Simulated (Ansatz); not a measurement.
**Pt under strains and displacements**

Theory: DFT PBEsol, scalar-relativistic, plane waves, PAW (Ansatz).

Cutoff 420 eV; k points 15×15×8 on the computed 2-atom cell (Γ-centred); Gaussian smearing, width 0.10 eV; no spin polarisation.

Reference cell:

```
Pt
1.0
     2.76067    0.00000    0.00000
    -1.38033    2.39081    0.00000
     0.00000    0.00000    4.79213
Pt
2
Cartesian
  1.3803 0.7969 3.5941
  0.0000 1.5939 1.1980
```

Each variant moves atoms of this cell by the vectors given, if any (Å), and then applies a symmetric strain (tensor components, Cartesian axes). The reference cell isn't relaxed at this level. Energies are per atom at zero smearing, counted from the lowest variant. Pressure is positive in compression.

1. no strain; moves: Pt1 (-0.105, -0.045, -0.097)
2. no strain; moves: Pt2 (0.000, 0.225, 0.000)
3. strain (xx yy zz yz xz xy, %) 1.66 1.66 -7.34 0.00 0.00 0.00; moves: Pt1 (0.000, 0.000, 0.100); Pt2 (0.000, 0.000, -0.100)

(1) Order the variants by energy, lowest first.

(2) Order them by pressure, highest first.

Spin–orbit coupling is left out, which can shift energies with elements as heavy as these.

Results:

(1) 2 (0.0 meV/atom), 1 (19.4 meV/atom), 3 (140.8 meV/atom).

(2) 3 (6.41 GPa), 1 (-9.62 GPa), 2 (-10.36 GPa).

This form isn't the element's structure at ambient conditions.